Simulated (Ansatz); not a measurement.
# Au(111) with 4 layers of random Au-Ag, 2x2: scattering by chemical disorder, part 2 of 2

How strongly does chemical disorder scatter in Au(111) with 4 layers of random Au-Ag, 2x2?

Ansatz 0.2.0; Ansatz plane-wave DFT, PBE, PAW files; ballistic transport by layer matching (Landauer), zero bias; PAW set soft_1.

So far. Step 3 (With 8 alloy layers): Over the solved energies the transmission per spin lies between 2.92 and 2.93, out of 3.21 channels of the lead on average (up to 3.21).

**4. With 12 alloy layers**

In 12 layers a share of 0.25 of the sites is given to Ag at random. A fresh draw is used; the growth of the resistance with length is what counts.

System of this step: Au(111) with 12 layers of random Au-Ag, 2x2. The cell holds 72 atoms: 60 Au and 12 Ag. Its edges and angles: a = 5.768 Å, b = 5.768 Å, c = 42.382 Å, α = 90.0°, β = 90.0°, γ = 120.0°. It derives from Au. Regions: lead, 24 atoms (24 Au); scattering region, 48 atoms (36 Au and 12 Ag). The structure is stacked along c, and the current runs across the ab planes.

File input.yaml:

```yaml
crystal:
  lattice:
    - [5.7675164607, 0.0, 0.0]
    - [-2.8837582304, 4.9948157718, 0.0]
    - [0.0, 0.0, 42.3824172358]
  atoms:
    - { symbol: Au, position: [0.0, 0.0, 0.0277777778] }
    - { symbol: Au, position: [0.0, 0.5, 0.0277777778] }
    - { symbol: Au, position: [0.5, 0.0, 0.0277777778] }
    - { symbol: Au, position: [0.5, 0.5, 0.0277777778] }
    - { symbol: Au, position: [0.1666666667, 0.3333333333, 0.0833333333] }
    - { symbol: Au, position: [0.1666666667, 0.8333333333, 0.0833333333] }
    - { symbol: Au, position: [0.6666666667, 0.3333333333, 0.0833333333] }
    - { symbol: Au, position: [0.6666666667, 0.8333333333, 0.0833333333] }
    - { symbol: Au, position: [0.3333333333, 0.1666666667, 0.1388888889] }
    - { symbol: Au, position: [0.3333333333, 0.6666666667, 0.1388888889] }
    - { symbol: Au, position: [0.8333333333, 0.1666666667, 0.1388888889] }
    - { symbol: Au, position: [0.8333333333, 0.6666666667, 0.1388888889] }
    - { symbol: Au, position: [0.0, 0.0, 0.1944444444] }
    - { symbol: Au, position: [0.0, 0.5, 0.1944444444] }
    - { symbol: Au, position: [0.5, 0.0, 0.1944444444] }
    - { symbol: Au, position: [0.5, 0.5, 0.1944444444] }
    - { symbol: Au, position: [0.1666666667, 0.3333333333, 0.25] }
    - { symbol: Au, position: [0.1666666667, 0.8333333333, 0.25] }
    - { symbol: Ag, position: [0.6666666667, 0.3333333333, 0.25] }
    - { symbol: Au, position: [0.6666666667, 0.8333333333, 0.25] }
    - { symbol: Ag, position: [0.3333333333, 0.1666666667, 0.3055555556] }
    - { symbol: Ag, position: [0.3333333333, 0.6666666667, 0.3055555556] }
    - { symbol: Au, position: [0.8333333333, 0.1666666667, 0.3055555556] }
    - { symbol: Au, position: [0.8333333333, 0.6666666667, 0.3055555556] }
    - { symbol: Au, position: [0.0, 0.0, 0.3611111111] }
    - { symbol: Ag, position: [0.0, 0.5, 0.3611111111] }
    - { symbol: Au, position: [0.5, 0.0, 0.3611111111] }
    - { symbol: Au, position: [0.5, 0.5, 0.3611111111] }
    - { symbol: Ag, position: [0.1666666667, 0.3333333333, 0.4166666667] }
    - { symbol: Au, position: [0.1666666667, 0.8333333333, 0.4166666667] }
    - { symbol: Ag, position: [0.6666666667, 0.3333333333, 0.4166666667] }
    - { symbol: Au, position: [0.6666666667, 0.8333333333, 0.4166666667] }
    - { symbol: Au, position: [0.3333333333, 0.1666666667, 0.4722222222] }
    - { symbol: Au, position: [0.3333333333, 0.6666666667, 0.4722222222] }
    - { symbol: Ag, position: [0.8333333333, 0.1666666667, 0.4722222222] }
    - { symbol: Au, position: [0.8333333333, 0.6666666667, 0.4722222222] }
    - { symbol: Au, position: [0.0, 0.0, 0.5277777778] }
    - { symbol: Au, position: [0.0, 0.5, 0.5277777778] }
    - { symbol: Au, position: [0.5, 0.0, 0.5277777778] }
    - { symbol: Au, position: [0.5, 0.5, 0.5277777778] }
    - { symbol: Au, position: [0.1666666667, 0.3333333333, 0.5833333333] }
    - { symbol: Au, position: [0.1666666667, 0.8333333333, 0.5833333333] }
    - { symbol: Au, position: [0.6666666667, 0.3333333333, 0.5833333333] }
    - { symbol: Au, position: [0.6666666667, 0.8333333333, 0.5833333333] }
    - { symbol: Ag, position: [0.3333333333, 0.1666666667, 0.6388888889] }
    - { symbol: Au, position: [0.3333333333, 0.6666666667, 0.6388888889] }
    - { symbol: Ag, position: [0.8333333333, 0.1666666667, 0.6388888889] }
    - { symbol: Au, position: [0.8333333333, 0.6666666667, 0.6388888889] }
    - { symbol: Au, position: [0.0, 0.0, 0.6944444444] }
    - { symbol: Ag, position: [0.0, 0.5, 0.6944444444] }
    - { symbol: Au, position: [0.5, 0.0, 0.6944444444] }
    - { symbol: Ag, position: [0.5, 0.5, 0.6944444444] }
    - { symbol: Au, position: [0.1666666667, 0.3333333333, 0.75] }
    - { symbol: Au, position: [0.1666666667, 0.8333333333, 0.75] }
    - { symbol: Au, position: [0.6666666667, 0.3333333333, 0.75] }
    - { symbol: Ag, position: [0.6666666667, 0.8333333333, 0.75] }
    - { symbol: Au, position: [0.3333333333, 0.1666666667, 0.8055555556] }
    - { symbol: Au, position: [0.3333333333, 0.6666666667, 0.8055555556] }
    - { symbol: Au, position: [0.8333333333, 0.1666666667, 0.8055555556] }
    - { symbol: Au, position: [0.8333333333, 0.6666666667, 0.8055555556] }
    - { symbol: Au, position: [0.0, 0.0, 0.8611111111] }
    - { symbol: Au, position: [0.0, 0.5, 0.8611111111] }
    - { symbol: Au, position: [0.5, 0.0, 0.8611111111] }
    - { symbol: Au, position: [0.5, 0.5, 0.8611111111] }
    - { symbol: Au, position: [0.1666666667, 0.3333333333, 0.9166666667] }
    - { symbol: Au, position: [0.1666666667, 0.8333333333, 0.9166666667] }
    - { symbol: Au, position: [0.6666666667, 0.3333333333, 0.9166666667] }
    - { symbol: Au, position: [0.6666666667, 0.8333333333, 0.9166666667] }
    - { symbol: Au, position: [0.3333333333, 0.1666666667, 0.9722222222] }
    - { symbol: Au, position: [0.3333333333, 0.6666666667, 0.9722222222] }
    - { symbol: Au, position: [0.8333333333, 0.1666666667, 0.9722222222] }
    - { symbol: Au, position: [0.8333333333, 0.6666666667, 0.9722222222] }
kpoints:
  mp_grid: { grid: [5, 5, 1] }
hamiltonian:
  xc: pbe
  pseudopotentials: { kind: paw, azcp: { folder: soft_1 } }
scf:
  occupations: { method: fermi_dirac, width: 0.1 }
output:
  transmission:
    leads: [[0, 4]]
    kmesh: [10, 10]
    e_range: [-0.05, 0.05]
    de: 0.05
  write_potential: true
  write_density: true
  volumetric_format: npy
```

On the command line:

```bash
> ansatz run input.yaml --threads 4 --pin off --max-ram 15360MiB --backend cpu --events-out ev --progress --plain --runs-dir out
```

Numbers of over 12 decimals in the logs are rounded to 6 here.

What it wrote:

```text
[...]
Crystal: 72 atoms, lattice volume = 1220.939 Å³
Basis set: ecut = 420 eV, 23937 PW (Γ)
Bands: 821, of which v1, the nominal top of the filled ones, is band 684 counted from 1 (683 counted from 0)
Symmetry: 1 space group operations
[...]
k-points: 13 of 25 (time reversal used)
[...]
SCF iter   1: F=—  HF=-880220.821172 eV  |F-HF|=—  |Δ(HF+E_count)|=         —  Δρ=1.09e-1  dr2=3.92e2  ethr=3.10e-3  ⟨swp⟩=4.0  Hψ=31841  notcnv=0  defer=562
[...]
SCF iter  14: F=-880159.808728 eV  HF=-880159.808728 eV  |F-HF|=2.39e-8  |Δ(HF+E_count)|=   4.31e-9  Δρ=4.25e-7  dr2=2.49e-8  ethr=7.31e-12  ⟨swp⟩=9.7  Hψ=45783  notcnv=0
SCF 1 converged in 14 iterations: F = -880159.808728 eV  dr2 = 2.49e-8
[...]
transmission: 278 of 2756 steps passed
transmission: 552 of 2756 steps passed
[...]
transmission: 2756 of 2756 steps passed
SCF converged after 14 iterations
Free energy (F): -880159.808728 eV
[...]
Internal energy: -880159.053557 eV  (E = F + TS)
E sigma→0 (E₀):  -880159.431142 eV
Entropy (-TS):   -0.755170 eV (-10.488 meV/atom)
Fermi energy:    20.128270 eV
[...]
--- Band table (eV; the first three rows and the last of 13) ---
  k-point 0: bands = [... 680 lower, 20.3540, 20.7666, 20.7703, 20.7811, 20.8071, 20.8113, 20.8175, 21.0465, ... 133 higher]
  k-point 1: bands = [... 680 lower, 19.8716, 19.9705, 20.0013, 20.1114, 20.1410, 20.2340, 20.2563, 20.3571, ... 133 higher]
  k-point 2: bands = [... 680 lower, 19.9155, 19.9421, 19.9817, 20.0226, 20.1168, 20.1682, 20.2164, 20.2406, ... 133 higher]
  k-point 12: bands = [... 680 lower, 19.3969, 19.7224, 19.7533, 20.1468, 20.1827, 20.4718, 20.4878, 20.8561, ... 133 higher]
--- Transmission ---
  basis      : 253 plane waves across, 53 finite elements along
  points     : 52, standing for a mesh of 10 x 10
[...]
channels       : 3.210000e0 a spin
[...]
junction   : crystal 0 to crystal 0, 0.70 to 40.73 Å
    transmission   : 2.897139e0 a spin
[...]
```

Run time: 38 min. Hardware: 4 threads of Arm Neoverse V2, shared host; peak memory 9.8 GiB.

This step gave:

| Item | Value |
| --- | --- |
| free energy | -880159.8087 eV |
| energy at zero smearing | -880159.4311 eV |
| Fermi energy | 20.13 eV |
| transmission per spin nearest the Fermi level | 2.897 |
| step of the lead's potential | 2.5 meV |

Per spin. The transmission, zone mean by energy, zero at the Fermi level:

```csv
energy (eV),"transmission, zone mean"
-0.0500,2.87
0.0000,2.90
0.0500,2.92
```

Over the solved energies the transmission per spin lies between 2.87 and 2.92, out of 3.21 channels of the lead on average (up to 3.21).

**5. Resistance against length**

This step: Ansatz plane-wave DFT, PBE, PAW files; ballistic transport by layer matching (Landauer), zero bias; residual resistivity from the slope of the area resistance, atoms on the host's lattice; PAW set soft_1 (Ansatz 0.2.0).

This step gave:

```
resistivity           : 4.453 µΩ cm
intercept             : 0.009995 fΩ m²
scatter about the fit : 0.01336 fΩ m²
```

Resistance, by row:

```csv
run,length (Å),T,channels N,RA (fΩ m²)
n4,9.418,3.096,3.21,0.04249
n8,18.84,2.925,3.21,0.1128
n12,28.25,2.894,3.21,0.1264
```

The area resistance by length of the alloy:

```csv
length of the alloy (Å),area resistance (fΩ m²)
9.42,0.0425
18.84,0.113
28.25,0.126
```

The area resistance goes from 0.042 to 0.13 fΩ m² between 9.4 and 28.3 Å, a slope of 4.5 µΩ cm.

By hand from the end points: (0.1264 − 0.04249) fΩ m² / (28.25 − 9.42) Å = 4.5 µΩ cm, since 1 fΩ m² per Å is 1000 µΩ cm.

**6. Summary of results**

```json
{
  "resistivity from the slope": "4.45 µΩ cm",
  "area resistance over 9.42 Å": "0.0425 fΩ m²",
  "area resistance over 18.8 Å": "0.113 fΩ m²",
  "area resistance over 28.3 Å": "0.126 fΩ m²"
}
```

In words: The slope gives 4.5 µΩ cm. The points scatter by 0.013 fΩ m² about the line, with one random draw a length in a 2x2 cell, so the slope is a rough value. Read with a model of isotropic scattering on a spherical Fermi surface and the lead's 0.86×10¹⁵ S/m², this slope means a mean free path near 231 Å; over these lengths the model's slope is 1.19 times its bulk resistivity, which would be 3.8 µΩ cm. The atoms sit on the host's lattice, so scattering by size misfit is left out. Spin-orbit coupling is left out, which matters for Au.

[Logs are printed without paths, hosts, clocks, repeated set-up lines and the standing remarks that a program may print on its own settings, such as how far it seeks lower states.]

[Hosts, paths, dates, database ids (printed as entryN), source tags and the programs' standing remarks are cut or masked in the printed files.]
